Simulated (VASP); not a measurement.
**Rb: equation of state with PBE**

Crystal: Rb.

```xyz
1
Lattice="-2.8025 2.8025 2.8025 2.8025 -2.8025 2.8025 2.8025 2.8025 -2.8025" Properties=species:S:1:pos:R:3 pbc="T T T"
Rb    0.0000    0.0000    0.0000
```

```
Program                : VASP 6.6.1
Task                   : equation of state
Functional             : PBE
Potentials or basis    : VASP PAW PBE potentials, release 64 (Rb_sv)
Cutoff                 : 520 eV
k mesh                 : 7 × 7 × 7
Occupations            : fermi-dirac, width 0.05 eV
Spin                   : no spin polarisation
Further INCAR settings : ALGO = Normal; EDIFF = 1e-07; NBANDS = 10
```

The equilibrium volume is 90.91 Å³/atom and the bulk modulus is 2.8 GPa. The pressure derivative of the bulk modulus is 3.8.

Energy against volume, from the lowest point:
```csv
volume (Å³/atom),energy (meV/atom)
82.761,7.32
84.522,4.33
86.283,2.18
88.043,0.79
89.804,0.08
91.565,0.00
93.326,0.49
```

All runs of the series together: 2.6 min on 1 thread of Intel(R) Xeon(R) Platinum 8375C CPU @ 2.90GHz (Ice Lake) (shared host).

PBE usually gives volumes a little too large and moduli too small. Zero-point motion and thermal expansion aren't in these numbers.
